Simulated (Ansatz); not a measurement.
**LiH (rocksalt): gap against strain (uniaxial along z, other directions held)**

LiH in the rocksalt structure, relaxed with r2SCAN in the PAW code Ansatz, then strained (uniaxial along z, other directions held; changes of length per length, axes as in the cell below) with the atoms relaxed again within the symmetry that is left. Space group Fm-3m (No. 225), cubic; conventional cell a = 4.006 Å, 8.04 Å³ an atom. Around Li lie 6 H at 2.00 Å; around H lie 6 Li at 2.00 Å. Spin-unpolarised throughout; all numbers are computed.

```yaml
crystal:
  lattice:
    - [0.00000, 2.00299, 2.00299]
    - [2.00299, 0.00000, 2.00299]
    - [2.00299, 2.00299, 0.00000]
  atoms:
    - { symbol: Li, position: [0.00000, 0.00000, 0.00000] }
    - { symbol: H, position: [0.50000, 0.50000, 0.50000] }
```

Gaps are the least over each mesh (PBE 10×10×10, r2SCAN 10×10×10, HSE06 8×8×8 when unstrained) and the special points, which keep their unstrained names; stress is the change from the unstrained cell, compression positive.

| strain (%) | gap, PBE (eV) | gap, r2SCAN (eV) | gap, HSE06 (eV) | edges, HSE06 | stress along the strain, r2SCAN (GPa) | energy rise, r2SCAN (meV/atom) |
| --- | --- | --- | --- | --- | --- | --- |
| -0.5 | 2.932 | 3.577 | 3.916 | X → X | +0.43 | 0.0 |
| 0.0 | 2.984 | 3.630 | 3.971 | X | 0.00 | 0.0 |
| +2.66 | 2.711 | 3.344 | 3.677 | X → X | -1.96 | 1.4 |
| +5.25 | 2.470 | 3.092 | 3.419 | X → X | -3.44 | 5.0 |

With HSE06 the edges change from X → X (indirect) to X (direct) between -0.5 and 0.0 %. With HSE06 the edges change from X (direct) to X → X (indirect) between 0.0 and +2.66 %. With r2SCAN the edges change from X → X (indirect) to X (direct) between -0.5 and 0.0 %. With r2SCAN the edges change from X (direct) to X → X (indirect) between 0.0 and +2.66 %. With PBE the edges change from X → X (indirect) to X (direct) between -0.5 and 0.0 %. With PBE the edges change from X (direct) to X → X (indirect) between 0.0 and +2.66 %.

The meshes of the hybrids are coarse, so their gaps aren't converged to the digits shown.
